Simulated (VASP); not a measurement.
# NaCl (Fm-3m) in VASP: further runs

The runs below take NaCl through relaxation of cell and atoms, electrostatic potential, with PBE+D3(BJ).

Everything below comes from runs of VASP 6.6.1. Logs are shortened: lines on timing, memory, paths and dates and some standing lists are left out, and cuts for length are marked.

**1. Starting point**

The structure is cubic, space group Fm-3m (No. 225). Conventional cell: a = 5.600 Å, b = 5.600 Å, c = 5.600 Å, α = 90.00°, β = 90.00°, γ = 90.00°. Na (site symmetry m-3m) is surrounded by 6 Cl at 2.80 Å. Around Cl (site symmetry m-3m) lie 6 Na at 2.80 Å.

The cell was built by a generator and needn't be a form met in nature.

**2. Relaxation of cell and atoms, PBE+D3(BJ)**

INCAR reads:

```
ALGO = Normal
EDIFF = 1E-7
EDIFFG = -0.005
ENCUT = 600
GGA = PE
IBRION = 2
ISIF = 3
ISMEAR = 0
IVDW = 12
LASPH = True
LCHARG = False
LREAL = False
LWAVE = False
NELM = 120
NSW = 60
PREC = Accurate
SIGMA = 0.02
```

KPOINTS reads:

```
k-points
0
Gamma
  8 8 8
```

POSCAR reads:

```
NaCl
1.0
    0.0000000000      2.8000000000      2.8000000000
    2.8000000000      0.0000000000      2.8000000000
    2.8000000000      2.8000000000      0.0000000000
Na Cl
1 1
Direct
    0.0000000000      0.0000000000      0.0000000000
    0.5000000000      0.5000000000      0.5000000000
```

Potentials or basis: VASP PAW PBE potentials, release 64 (Na_pv, Cl).

On the command line:

```
cat potpaw_PBE.64/Na_pv/POTCAR potpaw_PBE.64/Cl/POTCAR > POTCAR
mpirun -np 1 vasp_std > vasp.out
```

OUTCAR:

```text
EDIFF = 1E-7
   EDIFFG = -0.005
   ENCUT = 600
   GGA = PE
   IBRION = 2
   ISIF = 3
   ISMEAR = 0
   IVDW = 12
   LASPH = True
   LREAL = False
   NELM = 120
   NSW = 60
   PREC = Accurate
 IVDW          = 12

 ion  position               nearest neighbor table
   1  0.000  0.000  0.000-
   2  0.500  0.500  0.500-

  LATTYP: Found a face centered cubic cell.
 ALAT       =     5.6000000000

  Lattice vectors:

 A1 = (   0.0000000000,   2.8000000000,   2.8000000000)
 A2 = (   2.8000000000,   0.0000000000,   2.8000000000)
 A3 = (   2.8000000000,   2.8000000000,   0.0000000000)

Analysis of symmetry for initial positions (statically):
=====================================================================
 Subroutine PRICEL returns:
 Original cell was already a primitive cell.

 Routine SETGRP: Setting up the symmetry group for a
 face centered cubic supercell.

 Subroutine GETGRP returns: Found 48 space group operations
 (whereof 48 operations were pure point group operations)
 out of a pool of 48 trial point group operations.

The static configuration has the point symmetry O_h .

Analysis of symmetry for dynamics (positions and initial velocities):
=====================================================================
 Subroutine PRICEL returns:
 Original cell was already a primitive cell.

 Routine SETGRP: Setting up the symmetry group for a
 face centered cubic supercell.

 Subroutine GETGRP returns: Found 48 space group operations
 (whereof 48 operations were pure point group operations)
 out of a pool of 48 trial point group operations.

The dynamic configuration has the point symmetry O_h .

 Subroutine INISYM returns: Found 48 space group operations
 (whereof 48 operations are pure point group operations),
 and found     1 'primitive' translations

----------------------------------------------------------------------------------------

                                     Primitive cell

  volume of cell :      43.9040

  direct lattice vectors                    reciprocal lattice vectors
     0.000000000  2.800000000  2.800000000    -0.178571429  0.178571429  0.178571429
     2.800000000  0.000000000  2.800000000     0.178571429 -0.178571429  0.178571429
     2.800000000  2.800000000  0.000000000     0.178571429  0.178571429 -0.178571429

  length of vectors
     3.959797975  3.959797975  3.959797975     0.309294787  0.309294787  0.309294787

  position of ions in fractional coordinates (direct lattice)
     0.000000000  0.000000000  0.000000000
     0.500000000  0.500000000  0.500000000

  ion indices of the primitive-cell ions
   primitive index   ion index
                 1           1
                 2           2

----------------------------------------------------------------------------------------

 KPOINTS: k-points

Automatic generation of k-mesh.
 Grid dimensions read from file:
 generate k-points for:    8    8    8

 Generating k-lattice:

  Cartesian coordinates                     Fractional coordinates (reciprocal lattice)
    -0.022321429  0.022321429  0.022321429     0.125000000  0.000000000  0.000000000
     0.022321429 -0.022321429  0.022321429     0.000000000  0.125000000  0.000000000
     0.022321429  0.022321429 -0.022321429     0.000000000  0.000000000  0.125000000

  Length of vectors
     0.038661848  0.038661848  0.038661848

  Shift w.r.t. Gamma in fractional coordinates (k-lattice)
     0.000000000  0.000000000  0.000000000

 Subroutine IBZKPT returns following result:
 ===========================================

 Found     29 irreducible k-points:

 Following reciprocal coordinates:
            Coordinates               Weight
  0.000000  0.000000  0.000000      1.000000
  0.125000  0.000000  0.000000      8.000000
  0.250000  0.000000  0.000000      8.000000
  0.375000  0.000000  0.000000      8.000000
  0.500000  0.000000  0.000000      4.000000
  0.125000  0.125000  0.000000      6.000000
[... 16 lines left out ...]
  0.500000  0.250000  0.125000     48.000000
 -0.375000  0.250000  0.125000     24.000000
 [... further k-points ...]
   k-points           NKPTS =     29   k-points in BZ     NKDIM =     29   number of bands    NBANDS=     11
   number of dos      NEDOS =    301   number of ions     NIONS =      2
   total plane-waves  NPLWV =  32768
   dimension x,y,z NGX =    32 NGY =   32 NGZ =   32
   dimension x,y,z NGXF=    64 NGYF=   64 NGZF=   64
   ions per type =               1   1
   NGX,Y,Z   is equivalent  to a cutoff of  13.43, 13.43, 13.43 a.u.
   NGXF,Y,Z  is equivalent  to a cutoff of  26.87, 26.87, 26.87 a.u.
 SYSTEM =  unknown system
   PREC   = accura    normal or accurate (medium, high low for compatibility)
   ISTART =      0    job   : 0-new  1-cont  2-samecut
   ICHARG =      2    charge: 1-file 2-atom 10-const
   ISPIN  =      1    spin polarized calculation?
   LNONCOLLINEAR =      F non collinear calculations
   LSORBIT =      F    spin-orbit coupling
   LASPH  =      T    aspherical Exc in radial PAW
   ENCUT  =  600.0 eV  44.10 Ry    6.64 a.u.   7.91  7.91  7.91*2*pi/ulx,y,z
   NELM   =    120;   NELMIN=  2; NELMDL= -5     # of ELM steps
   EDIFF  = 0.1E-06   stopping-criterion for ELM
   LREAL  =      F    real-space projection
   EDIFFG = -.5E-02   stopping-criterion for IOM
   NSW    =     60    number of steps for IOM
   IBRION =      2    ionic relax: 0-MD 1-quasi-New 2-CG
   NFREE  =      1    steps in history (QN), initial steepest desc. (CG)
   ISIF   =      3    stress and relaxation
   ISYM   =      2    0-nonsym 1-usesym 2-fastsym
   POTIM  = 0.5000    time-step for ionic-motion
   TEBEG  =    0.0;   TEEND  =   0.0 temperature during run
   PSTRESS=    0.0 pullay stress
   NELECT =      14.0000    total number of electrons
   NUPDOWN=      -1.0000    fix difference up-down
   EMIN   =  10.00;   EMAX   =-10.00  energy-range for DOS
   EFERMI =   0.00;   METHOD = LEGACY
   ISMEAR =     0;   SIGMA  =   0.02  broadening in eV -4-tet -1-fermi 0-gaus
   EFERMI_NEDOS =   21; number of points for ismear=-14 and -15
   IALGO  =     38    algorithm
   IMIX   =      4    mixing-type and parameters
     AMIX     =   0.40;   BMIX     =  1.00
     AMIX_MAG =   1.60;   BMIX_MAG =  1.00
  volume/ion in A,a.u.               =      21.95       148.14
  Fermi-wavevector in a.u.,A,eV,Ry     =   1.118449  2.113562 17.019908  1.250928
  Thomas-Fermi vector in A             =   2.255080
   LORBIT       =      0    0 simple, 1 ext, 2 COOP (PROOUT), +10 PAW based schemes
   GGA     = PE    functional components
   LHFCALC =     F    Hartree Fock is set to
   AEXX    =    0.0000 exact exchange contribution
   IVDW    =    12    specifies the selected vdW correction
   LEPSILON=     F    determine dielectric tensor
   LRPA    =     F    only Hartree local field effects (RPA)
 conjugate gradient relaxation of ions
 non-spin polarized calculation
 Gauss-broadening in eV      SIGMA  =   0.02
  energy-cutoff  :      600.00
  volume of cell :       43.90
 maximum number of plane-waves:      1477
   NGX = 15   NGY = 15   NGZ = 15

--------------------------------------- Ionic step        1  -------------------------------------------

 number of electron      14.0000010 magnetization

 Free energy of the ion-electron system (eV)
  ---------------------------------------------------
  ext. energy  EPLUGINS =         0.00000000
  ---------------------------------------------------
  free energy    TOTEN  =        -6.76868848 eV

  energy without entropy =       -6.76868848  energy(sigma->0) =       -6.76868848

------------------------ aborting loop because EDIFF is reached ----------------------------------------

 Edisp (eV)   -0.43865

 E8    (eV) :    -0.1835

  FORCE on cell =-STRESS in cart. coord.  units (eV):
  Direction    XX          YY          ZZ          XY          YZ          ZX
  --------------------------------------------------------------------------------------
  -------------------------------------------------------------------------------------
  Total      -0.08391    -0.08391    -0.08391     0.00000     0.00000     0.00000
  in kB      -3.06196    -3.06196    -3.06196     0.00000     0.00000     0.00000
  external pressure =       -3.06 kB  Pullay stress =        0.00 kB
[... 61 lines left out ...]
  energy  without entropy=       -7.2077106010  energy(sigma->0) =       -7.20771060

--------------------------------------- Ionic step        3  -------------------------------------------

 number of electron      14.0000010 magnetization

 Free energy of the ion-electron system (eV)
  ---------------------------------------------------
  ext. energy  EPLUGINS =         0.00000000
  ---------------------------------------------------
  free energy    TOTEN  =        -6.76420707 eV

  energy without entropy =       -6.76420707  energy(sigma->0) =       -6.76420707

 E-fermi :  -0.3631     XC(G=0):  -8.3043

 val. band max:       -0.5421471213   @ k =   0.0000   0.0000   0.0000
 cond. band min:       4.6923873392   @ k =   0.0000   0.0000   0.0000
 fundamental gap:      5.2345344606
 Fermi energy:        -0.3631154926

 k-point     1 :       0.0000    0.0000    0.0000
  band No.  band energies     occupation
      1     -21.3000      2.00000
      2     -21.3000      2.00000
      3     -21.3000      2.00000
      4     -13.2749      2.00000
      5      -0.5421      2.00000
      6      -0.5421      2.00000
      7      -0.5421      2.00000
      8       4.6924      0.00000
      9      10.6103      0.00000
     10      10.6103      0.00000
     11      10.6103      0.00000
[... 309 lines left out ...]
 k-point    24 :      -0.3750    0.2500    0.1250
  band No.  band energies     occupation
      1     -21.3272      2.00000
      2     -21.3093      2.00000
      3     -21.3049      2.00000
      4     -12.8699      2.00000
      5      -2.2777      2.00000
      6      -1.3474      2.00000
      7      -0.9785      2.00000
      8       7.8709      0.00000
      9       9.1364      0.00000
     10       9.8551      0.00000
     11      11.3095      0.00000

 [... further k-points ...]

------------------------ aborting loop because EDIFF is reached ----------------------------------------

 Edisp (eV)   -0.44360

 E8    (eV) :    -0.1855

  FORCE on cell =-STRESS in cart. coord.  units (eV):
  Direction    XX          YY          ZZ          XY          YZ          ZX
  --------------------------------------------------------------------------------------
  -------------------------------------------------------------------------------------
  Total      -0.00354    -0.00354    -0.00354    -0.00000     0.00000     0.00000
  in kB      -0.13049    -0.13049    -0.13049    -0.00000     0.00000     0.00000
  external pressure =       -0.13 kB  Pullay stress =        0.00 kB
[... 17 lines left out ...]
  FREE ENERGIE OF THE ION-ELECTRON SYSTEM (eV)
  ---------------------------------------------------
  free  energy   TOTEN  =        -7.2078117361 eV

  energy  without entropy=       -7.2078117361  energy(sigma->0) =       -7.20781174

 reached required accuracy - stopping structural energy minimisation
```

Wall time 22 s (1 thread of Intel Xeon Platinum 8488C (Sapphire Rapids), shared host); peak memory 0.19 GiB.

What came out:

```yaml
Free_energy: -7.2078 eV
Relaxed_volume: 21.72 Å³/atom
Relaxed_cell: a = 3.946 Å, b = 3.946 Å, c = 3.946 Å, α = 60.00°, β = 60.00°, γ = 60.00°
Space_group_after_relaxing_to_0.05_Å: Fm-3m (No. 225)
Energy_gained_by_relaxing: 0.2 meV/atom
Ionic_steps: 3
Pressure_after_relaxing: 0.0 GPa
Band_gap_on_the_k_mesh: 5.23 eV, direct
Dispersion_energy_per_atom: -0.222 eV
```

Step by step:
| step | energy change (eV) | largest force (eV/Å) | pressure (GPa) | volume (Å³) |
| --- | --- | --- | --- | --- |
| 1 | 0.0000 | 0.0000 | -0.31 | 43.90 |
| 2 | -0.0004 | 0.0000 | -0.14 | 43.64 |
| 3 | -0.0005 | 0.0000 | -0.01 | 43.43 |

Final structure:
```xyz
2
Lattice="0.0000 2.7900 2.7900 2.7900 0.0000 2.7900 2.7900 2.7900 0.0000" Properties=species:S:1:pos:R:3 pbc="T T T"
Na    0.0000    0.0000    0.0000
Cl    2.7900    2.7900    2.7900
```

**3. Electrostatic potential, PBE+D3(BJ)**

This run uses another cell than the first one, of 21.72 Å³/atom, 0.989 times its volume.

INCAR reads:

```
PREC = Accurate ; ENCUT = 520
EDIFF = 1E-7 ; ISMEAR = 0
SIGMA = 0.02 ; LREAL = F
LASPH = T ; NELM = 80
ALGO = Normal ; ISIF = 2
LWAVE = F ; LCHARG = T
GGA = PE ; IVDW = 12
LVHAR = T
```

KPOINTS reads:

```
Automatic mesh
0
Gamma
  8 8 8
```

POSCAR reads:

```
NaCl                                    
1.0
    0.0000000000      2.7899681949      2.7899681949
    2.7899681949      0.0000000000      2.7899681949
    2.7899681949      2.7899681949      0.0000000000
  Na              Cl            
     1     1
Direct
     0.0000000000000000    0.0000000000000000    0.0000000000000000
     0.5000000000000000    0.5000000000000000    0.5000000000000000
```

Potentials or basis: VASP PAW PBE potentials, release 64 (Na_pv, Cl).

On the command line:

```
cat potpaw_PBE.64/Na_pv/POTCAR potpaw_PBE.64/Cl/POTCAR > POTCAR
mpirun -np 1 vasp_std > vasp.out
```

OUTCAR:

```text
PREC = Accurate
   ENCUT = 520
   EDIFF = 1E-7
   ISMEAR = 0
   LREAL = F
   LASPH = T
   NELM = 80
   ISIF = 2
   GGA = PE
   IVDW = 12
 IVDW          = 12

 ion  position               nearest neighbor table
   1  0.000  0.000  0.000-
   2  0.500  0.500  0.500-

  LATTYP: Found a face centered cubic cell.
 ALAT       =     5.5799363898

  Lattice vectors:

 A1 = (   0.0000000000,   2.7899681949,   2.7899681949)
 A2 = (   2.7899681949,   0.0000000000,   2.7899681949)
 A3 = (   2.7899681949,   2.7899681949,   0.0000000000)

Analysis of symmetry for initial positions (statically):
=====================================================================
 Subroutine PRICEL returns:
 Original cell was already a primitive cell.

 Routine SETGRP: Setting up the symmetry group for a
 face centered cubic supercell.

 Subroutine GETGRP returns: Found 48 space group operations
 (whereof 48 operations were pure point group operations)
 out of a pool of 48 trial point group operations.

The static configuration has the point symmetry O_h .

Analysis of symmetry for dynamics (positions and initial velocities):
[... 173 lines left out ...]
      4     -13.2752      2.00000
      5      -0.5419      2.00000
      6      -0.5419      2.00000
      7      -0.5419      2.00000
      8       4.6924      0.00000
      9      10.6104      0.00000
     10      10.6104      0.00000
     11      10.6104      0.00000
[... 309 lines left out ...]
 k-point    24 :      -0.3750    0.2500    0.1250
  band No.  band energies     occupation
      1     -21.3271      2.00000
      2     -21.3091      2.00000
      3     -21.3048      2.00000
      4     -12.8702      2.00000
      5      -2.2775      2.00000
      6      -1.3471      2.00000
      7      -0.9782      2.00000
      8       7.8713      0.00000
      9       9.1365      0.00000
     10       9.8556      0.00000
     11      11.3098      0.00000

 [... further k-points ...]

------------------------ aborting loop because EDIFF is reached ----------------------------------------

 Edisp (eV)   -0.44360

 E8    (eV) :    -0.1855

  FORCE on cell =-STRESS in cart. coord.  units (eV):
  Direction    XX          YY          ZZ          XY          YZ          ZX
  --------------------------------------------------------------------------------------
  -------------------------------------------------------------------------------------
  Total      -0.01445    -0.01445    -0.01445     0.00000    -0.00000     0.00000
  in kB      -0.53319    -0.53319    -0.53319     0.00000    -0.00000     0.00000
  external pressure =       -0.53 kB  Pullay stress =        0.00 kB

 VOLUME and BASIS-vectors are now :
 -----------------------------------------------------------------------------
  energy-cutoff  :      520.00
  volume of cell :       43.43
      direct lattice vectors                 reciprocal lattice vectors
     0.000000000  2.789968195  2.789968195    -0.179213513  0.179213513  0.179213513
     2.789968195  0.000000000  2.789968195     0.179213513 -0.179213513  0.179213513
     2.789968195  2.789968195  0.000000000     0.179213513  0.179213513 -0.179213513

 POSITION                                       TOTAL-FORCE (eV/Angst)
 -----------------------------------------------------------------------------------
      0.00000      0.00000      0.00000         0.000000      0.000000      0.000000
      2.78997      2.78997      2.78997         0.000000      0.000000      0.000000
 -----------------------------------------------------------------------------------
    total drift:                               -0.000000      0.000000      0.000000

  FREE ENERGIE OF THE ION-ELECTRON SYSTEM (eV)
  ---------------------------------------------------
  free  energy   TOTEN  =        -7.2074619226 eV

  energy  without entropy=       -7.2074619226  energy(sigma->0) =       -7.20746192
```

stdout:

```text
POSCAR found type information on POSCAR NaCl
 POSCAR found :  2 types and       2 ions
 scaLAPACK will be used
 LDA part: xc-table for (Slater+PW92), standard interpolation
 POSCAR, INCAR and KPOINTS ok, starting setup
 FFT: planning ... GRIDC
 FFT: planning ... GRID_SOFT
 FFT: planning ... GRID
 WAVECAR not read
 entering main loop
```

Wall time 12 s (1 thread of Intel Xeon Platinum 8488C (Sapphire Rapids), shared host); peak memory 0.16 GiB.

Results:

- Free energy: -7.2075 eV
- Pressure: -0.1 GPa
- Band gap on the k mesh: 5.23 eV, direct
- Dispersion energy per atom: -0.222 eV

Levels at points of the mesh, in eV from the valence-band top:
| k point | band 5 | band 6 | band 7 | band 8 | band 9 | band 10 |
| --- | --- | --- | --- | --- | --- | --- |
| (0.00, 0.00, 0.00) | 0.00 | 0.00 | 0.00 | 5.23 | 11.15 | 11.15 |
| (0.50, 0.00, 0.00) | -2.02 | -0.28 | -0.28 | 7.33 | 10.89 | 11.05 |
| (0.50, 0.50, 0.00) | -1.74 | -0.63 | -0.63 | 7.63 | 8.05 | 11.55 |
